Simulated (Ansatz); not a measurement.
HfB2:

```
CELL_PARAMETERS angstrom
3.14000 0.00000 0.00000
-1.57000 2.71932 0.00000
0.00000 0.00000 3.48000
ATOMIC_POSITIONS crystal
Hf 0.00000 0.00000 0.00000
B 0.66667 0.33333 0.50000
B 0.33333 0.66667 0.50000
```

Base run:

```yaml
Program: Ansatz 0.2.0
Functional: PBEsol
Potentials_or_basis: Ansatz PAW
Cutoff: 420 eV
Density_cutoff: 1680 eV
k_mesh: 7 × 7 × 6
Occupations: fermi-dirac, width 0.05 eV
Spin: spin-orbit coupling, no magnetisation
```

Its results: band gap on the k mesh none (metal or under the smearing width); pressure -4.7 GPa.

Task: The run is repeated on the same cell with these changes: functional from PBEsol to PBE. What comes out?

Result: Band gap on the k mesh none (metal or under the smearing width); pressure 1.0 GPa.

PBE binds less tightly than PBEsol, so the same cell stands under more pressure.

Caveats: the PAW data sets come from PBE, with cores solved anew for the run's functional, which leaves a small shift of forces and pressure (some runs).

Not every run made on this cell is shown here.
